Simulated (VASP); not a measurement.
Here is a VASP 6.6.1 calculation.

File INCAR:

```
SYSTEM = InP
PREC = Accurate
ENCUT = 520
EDIFF = 1E-7
ISMEAR = 0
SIGMA = 0.02
LREAL = .FALSE.
LASPH = .TRUE.
NELM = 100
ALGO = Normal
ISIF = 2
LWAVE = .FALSE.
LCHARG = .FALSE.
GGA = PS
NBANDS = 16
```

The input KPOINTS:

```
regular mesh
0
G
  10 10 10
  0 0 0
```

The input POSCAR:

```
InP
1.0
    0.0000000000      2.9097962392      2.9097962392
    2.9097962392      0.0000000000      2.9097962392
    2.9097962392      2.9097962392      0.0000000000
In P
1 1
Direct
    0.0000000000      0.0000000000      0.0000000000
    0.2500000000      0.2500000000      0.2500000000
```

Potentials or basis: VASP PAW PBE potentials, release 64 (In_d, P).

Command:

```bash
$ cat potpaw_PBE.64/In_d/POTCAR potpaw_PBE.64/P/POTCAR > POTCAR
$ mpirun -np 1 vasp_std > vasp.out
```

Question: What does it give for the band gap on the k mesh?

Answer: 0.73 eV, direct.

Question: What does it give for the pressure?

Answer: 2.1 GPa.

Caveat: the PAW data sets were made with another functional, which shifts forces and pressure a little; spin-orbit coupling is left out, which moves the levels of the heavy elements.
